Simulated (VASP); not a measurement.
# TaSi2 (P6_222) in VASP: notebook, part 3 of 3

VASP 6.6.1. The steps go on from the part before.

### Step 6. Core levels, PBEsol

Contents of INCAR:

```
  PREC = Accurate
  ENCUT = 520
  EDIFF = 1E-6
  ISMEAR = 0
  SIGMA = 0.02
  LREAL = False
  LASPH = True
  NELM = 60
  ALGO = Normal
  ISIF = 2
  LWAVE = False
  LCHARG = False
  GGA = PS
  ICORELEVEL = 1
```

Contents of KPOINTS:

```
Automatic mesh
0
Gamma
  5 5 3
```

Contents of POSCAR:

```
TaSi2
1.0
    4.7800000000      0.0000000000      0.0000000000
   -2.3900000000      4.1396014301      0.0000000000
    0.0000000000      0.0000000000      6.5640000000
Ta Si
3 6
Direct
    0.0000000000      0.5000000000      0.1666666667
    0.5000000000      0.5000000000      0.8333333333
    0.5000000000      0.0000000000      0.5000000000
    0.3333000000      0.1666500000      0.1666666667
    0.1666500000      0.8333500000      0.8333333333
    0.8333500000      0.6667000000      0.5000000000
    0.6667000000      0.8333500000      0.1666666667
    0.8333500000      0.1666500000      0.8333333333
    0.1666500000      0.3333000000      0.5000000000
```

Potentials or basis: VASP PAW PBE potentials, release 64 (Ta_pv, Si).

Command:

```sh
$ cat potpaw_PBE.64/Ta_pv/POTCAR potpaw_PBE.64/Si/POTCAR > POTCAR
$ mpirun -np 1 vasp_std > vasp.out
```

OUTCAR:

```text
PREC = Accurate
   ENCUT = 520
   EDIFF = 1E-6
   ISMEAR = 0
   LREAL = False
   LASPH = True
   NELM = 60
   ISIF = 2
   GGA = PS

 ion  position               nearest neighbor table
   1  0.000  0.500  0.167-   6 2.59   9 2.59   8 2.59   5 2.59   4 2.76   7 2.76   4 2.76   7 2.76
                             7 2.76   4 2.76   3 3.24   3 3.24   2 3.24   2 3.24
   2  0.500  0.500  0.833-   6 2.59   9 2.59   7 2.59   4 2.59   5 2.76   8 2.76   5 2.76   8 2.76
                             8 2.76   5 2.76   3 3.24   3 3.24   1 3.24   1 3.24
   3  0.500  0.000  0.500-   4 2.59   7 2.59   5 2.59   8 2.59   9 2.76   6 2.76   9 2.76   6 2.76
                             9 2.76   6 2.76   2 3.24   1 3.24   2 3.24   1 3.24
   4  0.333  0.167  0.167-   9 2.59   5 2.59   3 2.59   2 2.59   7 2.76   1 2.76   1 2.76   1 2.76
                             7 2.76   7 2.76
   5  0.167  0.833  0.833-   6 2.59   4 2.59   3 2.59   1 2.59   8 2.76   2 2.76   2 2.76   2 2.76
                             8 2.76   8 2.76
   6  0.833  0.667  0.500-   5 2.59   7 2.59   1 2.59   2 2.59   9 2.76   3 2.76   3 2.76   3 2.76
                             9 2.76   9 2.76
   7  0.667  0.833  0.167-   6 2.59   8 2.59   3 2.59   2 2.59   4 2.76   1 2.76   1 2.76   1 2.76
                             4 2.76   4 2.76
   8  0.833  0.167  0.833-   9 2.59   7 2.59   3 2.59   1 2.59   5 2.76   2 2.76   2 2.76   2 2.76
                             5 2.76   5 2.76
   9  0.167  0.333  0.500-   8 2.59   4 2.59   1 2.59   2 2.59   6 2.76   3 2.76   3 2.76   3 2.76
                             6 2.76   6 2.76

  LATTYP: Found a hexagonal cell.
 ALAT       =     4.7800000000
 C/A-ratio  =     1.3732217573

  Lattice vectors:

 A1 = (   4.7800000000,   0.0000000000,   0.0000000000)
 A2 = (  -2.3900000000,   4.1396014301,   0.0000000000)
 A3 = (   0.0000000000,   0.0000000000,   6.5640000000)

Analysis of symmetry for initial positions (statically):
=====================================================================
 Subroutine PRICEL returns:
 Original cell was already a primitive cell.

 Routine SETGRP: Setting up the symmetry group for a
 hexagonal supercell.

 Subroutine GETGRP returns: Found 12 space group operations
 (whereof  4 operations were pure point group operations)
 out of a pool of 24 trial point group operations.

The static configuration has the point symmetry D_2 .
 The point group associated with its full space group is D_6 .

Analysis of symmetry for dynamics (positions and initial velocities):
=====================================================================
 Subroutine PRICEL returns:
 Original cell was already a primitive cell.

 Routine SETGRP: Setting up the symmetry group for a
 hexagonal supercell.

 Subroutine GETGRP returns: Found 12 space group operations
 (whereof  4 operations were pure point group operations)
 out of a pool of 24 trial point group operations.

The dynamic configuration has the point symmetry D_2 .
 The point group associated with its full space group is D_6 .

 Subroutine INISYM returns: Found 12 space group operations
 (whereof  4 operations are pure point group operations),
 and found     1 'primitive' translations
[... 96 lines left out ...]
   EDIFFG = 0.1E-04   stopping-criterion for IOM
   NSW    =      0    number of steps for IOM
   IBRION =     -1    ionic relax: 0-MD 1-quasi-New 2-CG
   NFREE  =      0    steps in history (QN), initial steepest desc. (CG)
   ISIF   =      2    stress and relaxation
   ISYM   =      2    0-nonsym 1-usesym 2-fastsym
   POTIM  = 0.5000    time-step for ionic-motion
   TEBEG  =    0.0;   TEEND  =   0.0 temperature during run
   PSTRESS=    0.0 pullay stress
   NELECT =      57.0000    total number of electrons
   NUPDOWN=      -1.0000    fix difference up-down
   EMIN   =  10.00;   EMAX   =-10.00  energy-range for DOS
   EFERMI =   0.00;   METHOD = LEGACY
   ISMEAR =     0;   SIGMA  =   0.02  broadening in eV -4-tet -1-fermi 0-gaus
   EFERMI_NEDOS =   21; number of points for ismear=-14 and -15
   IALGO  =     38    algorithm
   IMIX   =      4    mixing-type and parameters
     AMIX     =   0.40;   BMIX     =  1.00
     AMIX_MAG =   1.60;   BMIX_MAG =  1.00
  volume/ion in A,a.u.               =      14.43        97.39
  Fermi-wavevector in a.u.,A,eV,Ry     =   1.244079  2.350969 21.058195  1.547734
  Thomas-Fermi vector in A             =   2.378362
   LORBIT       =      0    0 simple, 1 ext, 2 COOP (PROOUT), +10 PAW based schemes
   GGA     = PS    functional components
   LHFCALC =     F    Hartree Fock is set to
   AEXX    =    0.0000 exact exchange contribution
   IVDW    =     0    specifies the selected vdW correction
   LEPSILON=     F    determine dielectric tensor
   LRPA    =     F    only Hartree local field effects (RPA)
 non-spin polarized calculation
 Gauss-broadening in eV      SIGMA  =   0.02
  energy-cutoff  :      520.00
  volume of cell :      129.88
 maximum number of plane-waves:      3523
 NGX is ok and might be reduce to    36

 number of electron      57.0000001 magnetization

 Free energy of the ion-electron system (eV)
  ---------------------------------------------------
  ext. energy  EPLUGINS =         0.00000000
  ---------------------------------------------------
  free energy    TOTEN  =       -77.13935821 eV

  energy without entropy =      -77.13697087  energy(sigma->0) =      -77.13816454

 the core state eigenenergies are
   1-  1s -67328.2597  2s -11553.9942  2p -10121.1718  3s  -2635.5408  3p  -2209.5832
       3d  -1713.3133  4s   -525.6236  4p   -385.9429  4d   -207.3350  4f     -9.9860
       5s    -58.2445
   2-  1s -67328.2597  2s -11553.9942  2p -10121.1718  3s  -2635.5408  3p  -2209.5832
       3d  -1713.3133  4s   -525.6236  4p   -385.9429  4d   -207.3350  4f     -9.9860
       5s    -58.2445
   3-  1s -67328.2597  2s -11553.9942  2p -10121.1718  3s  -2635.5408  3p  -2209.5832
       3d  -1713.3133  4s   -525.6236  4p   -385.9429  4d   -207.3350  4f     -9.9860
       5s    -58.2445
   4-  1s  -1771.1752  2s   -125.0096  2p    -81.0452
   5-  1s  -1771.1752  2s   -125.0096  2p    -81.0452
   6-  1s  -1771.1752  2s   -125.0096  2p    -81.0452
   7-  1s  -1771.1752  2s   -125.0096  2p    -81.0452
   8-  1s  -1771.1752  2s   -125.0096  2p    -81.0452
   9-  1s  -1771.1752  2s   -125.0096  2p    -81.0452

 E-fermi :   9.2794     XC(G=0): -12.1625

 val. band max:        9.2716989855   @ k =   0.2000   0.0000   0.3333
 cond. band min:       9.2852588078   @ k =   0.4000  -0.0000   0.0000
 fundamental gap:      0.0135598224
 Fermi energy:         9.2793552577

 k-point     1 :       0.0000    0.0000    0.0000
  band No.  band energies     occupation
      1     -25.0312      2.00000
      2     -25.0312      2.00000
      3     -25.0283      2.00000
      4     -24.9260      2.00000
      5     -24.9260      2.00000
      6     -24.8646      2.00000
[... 254 lines left out ...]
      2     -25.0568      2.00000
      3     -24.9960      2.00000
      4     -24.9543      2.00000
      5     -24.8964      2.00000
      6     -24.8586      2.00000
      7     -24.8361      2.00000
      8     -24.8319      2.00000
      9     -24.8274      2.00000
     10      -2.1637      2.00000
     11      -1.1523      2.00000
     12      -0.5045      2.00000
     13       0.3259      2.00000
     14       1.5790      2.00000
     15       2.3280      2.00000

------------------------ aborting loop because EDIFF is reached ----------------------------------------

  FORCE on cell =-STRESS in cart. coord.  units (eV):
  Direction    XX          YY          ZZ          XY          YZ          ZX
  --------------------------------------------------------------------------------------
  -------------------------------------------------------------------------------------
  Total       -1.5925261     -1.5925261      0.9096705     -0.0000000      0.0000000     -0.0000000
  in kB      -19.6445530    -19.6445530     11.2212098     -0.0000000      0.0000000     -0.0000000
  external PRESSURE =      -9.3559654 kB  Pullay stress =       0.0000000 kB

 VOLUME and BASIS-vectors are now :
 -----------------------------------------------------------------------------
  energy-cutoff  :      520.00
  volume of cell :      129.88
      direct lattice vectors                 reciprocal lattice vectors
     4.780000000  0.000000000  0.000000000     0.209205021  0.120784575  0.000000000
    -2.390000000  4.139601430  0.000000000     0.000000000  0.241569150  0.000000000
     0.000000000  0.000000000  6.564000000     0.000000000  0.000000000  0.152346130

 POSITION                                       TOTAL-FORCE (eV/Angst)
 -----------------------------------------------------------------------------------
     -1.19500      2.06980      1.09400        -0.000000     -0.000000     -0.000000
      1.19500      2.06980      5.47000        -0.000000      0.000000      0.000000
      2.39000      0.00000      3.28200        -0.000000      0.000000     -0.000000
      1.19488      0.68986      1.09400        -0.654448     -0.377846     -0.000000
     -1.19512      3.44974      5.47000        -0.654448      0.377846     -0.000000
      2.39000      2.75987      3.28200        -0.000000      0.755692     -0.000000
      1.19512      3.44974      1.09400         0.654448      0.377846     -0.000000
      3.58512      0.68986      5.47000         0.654448     -0.377846     -0.000000
     -0.00000      1.37973      3.28200         0.000000     -0.755692     -0.000000
 -----------------------------------------------------------------------------------
    total drift:                                0.000000      0.000000      0.000000

  FREE ENERGIE OF THE ION-ELECTRON SYSTEM (eV)
  ---------------------------------------------------
  free  energy   TOTEN  =       -77.1393582128 eV

  energy  without entropy=      -77.1369708729  energy(sigma->0) =      -77.13816454
```

Run time: 52 s. Hardware: 1 thread of Intel Xeon Platinum 8559C (Emerald Rapids), shared host; peak memory 0.23 GiB.

What came out:

```yaml
Free_energy: -77.1394 eV
Pressure: -0.9 GPa
Largest_force: 0.756 eV/Å
Band_gap_on_the_k_mesh: none (metal or under the smearing width)
```

Forces in eV/Å, atoms in the order of the input:
```
Ta   0.000  0.000  0.000
Ta   0.000  0.000  0.000
Ta   0.000  0.000  0.000
Si  -0.654 -0.378  0.000
Si  -0.654  0.378  0.000
Si   0.000  0.756  0.000
Si   0.654  0.378  0.000
Si   0.654 -0.378  0.000
Si   0.000 -0.756  0.000
```

Core levels (eV, on the scale of the bands):
| atom | levels |
| --- | --- |
| 1 Ta | 1s -67328.3, 2s -11554.0, 2p -10121.2, 3s -2635.5, 3p -2209.6, 3d -1713.3, 4s -525.6, 4p -385.9, 4d -207.3, 4f -10.0, 5s -58.2 |
| 2 Ta | 1s -67328.3, 2s -11554.0, 2p -10121.2, 3s -2635.5, 3p -2209.6, 3d -1713.3, 4s -525.6, 4p -385.9, 4d -207.3, 4f -10.0, 5s -58.2 |
| 3 Ta | 1s -67328.3, 2s -11554.0, 2p -10121.2, 3s -2635.5, 3p -2209.6, 3d -1713.3, 4s -525.6, 4p -385.9, 4d -207.3, 4f -10.0, 5s -58.2 |
| 4 Si | 1s -1771.2, 2s -125.0, 2p -81.0 |
| 5 Si | 1s -1771.2, 2s -125.0, 2p -81.0 |
| 6 Si | 1s -1771.2, 2s -125.0, 2p -81.0 |

Caveat: the PAW data sets were made with another functional, which shifts forces and pressure a little; the cell's inner coordinates are idealised or old, which leaves forces on the atoms. Spin-orbit coupling is left out, which matters for the levels of Ta.

### Step 7. The reference run

An earlier run on the cell as given: functional PBE; potentials or basis VASP PAW PBE potentials, release 64 (Ta_pv, Si); cutoff 520 eV; k mesh 7 × 7 × 4; occupations fermi-dirac, width 0.05 eV; no spin polarisation.

- Pressure: 3.6 GPa
- Largest force: 0.790 eV/Å
- Band gap on the k mesh: none (metal or under the smearing width)

### Step 8. The runs side by side

```csv
task,level,cell,k mesh,cutoff (eV),smearing,k mesh for the DOS,occupations for the DOS,gap on the mesh (eV),pressure (GPa),largest force (eV/Å)
phonons,PBEsol,relaxed,5 × 5 × 3,600,gaussian 0.02 eV,-,-,-,-,-
optical spectrum,PBEsol,as given,5 × 5 × 3,520,gaussian 0.02 eV,-,-,none,-0.9,0.76
density of states,PBEsol,as given,5 × 5 × 3,520,gaussian 0.02 eV,8 × 8 × 5,tetrahedron,-,-,-
electric field gradients,PBEsol,as given,5 × 5 × 3,520,gaussian 0.02 eV,-,-,none,-0.9,0.76
core levels,PBEsol,as given,5 × 5 × 3,520,gaussian 0.02 eV,-,-,none,-0.9,0.76
single point,PBE,as given,7 × 7 × 4,520,fermi-dirac 0.05 eV,-,-,none,3.6,0.79
```

Alike in all rows: potentials or basis VASP PAW PBE potentials, release 64 (Ta_pv, Si); no spin polarisation.

Every run on the cell as given and a fine mesh finds a metal. The pressure there spans -0.9 GPa (PBEsol) to 3.6 GPa (PBE); a positive pressure means that this level wants a larger cell, a negative one a smaller.

Caveats: the PAW data sets were made with another functional, which shifts forces and pressure a little (some runs); the cell's inner coordinates are idealised or old, which leaves forces on the atoms (some runs); spectra need much finer meshes, so this one isn't converged (some runs); independent-particle spectra lack excitons (some runs); the intraband (Drude) part of a metal's response may be missing (some runs).

Absolute energies hang on the potentials; compare differences alone.
